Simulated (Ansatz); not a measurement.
Input of an Ansatz 0.2.0 run:

File input.yaml:

```yaml
crystal:
  lattice:
    - [5.2821, 0.0, 0.0]
    - [0.0, 5.2821, 0.0]
    - [0.0, 0.0, 5.2821]
  atoms:
    - { symbol: Sn, position: [0.5081, 0.504554, 0.503204] }
    - { symbol: Sn, position: [0.005783, -0.002261, -0.015081] }
    - { symbol: Nb, position: [-0.003119, 0.494141, 0.237414] }
    - { symbol: Nb, position: [0.004987, 0.500318, 0.746168] }
    - { symbol: Nb, position: [0.49721, 0.249556, -0.00048] }
    - { symbol: Nb, position: [0.752298, 0.001952, 0.494393] }
    - { symbol: Nb, position: [0.504883, 0.746548, -0.007372] }
    - { symbol: Nb, position: [0.253642, -0.002632, 0.506667] }
hamiltonian:
  xc: pbesol
  pseudopotentials: { kind: paw }
kpoints:
  mp_grid: { grid: [5, 5, 5] }
scf:
  occupations: { method: fermi_dirac, width: 0.05 }
output:
  forces: true
  stress: true
  eigenvalues: true
  write_density: true
  write_potential: true
  elf: true
  volumetric_format: npy
```

Potentials or basis: Ansatz PAW.

Run with:

```sh
$ ansatz run input.yaml --threads 4 --pin off --max-ram 11264MiB --backend cpu --events-out ev --progress --plain --runs-dir out
```

(1) Predict the pressure.

(2) Estimate the band gap on the k mesh.

(3) Estimate the largest force.

## Answers

(1) -1.9 GPa.

(2) none (metal or under the smearing width).

(3) 0.849 eV/Å.

Caveat: the PAW data sets come from PBE, with cores solved anew for the run's functional, which leaves a small shift of forces and pressure.
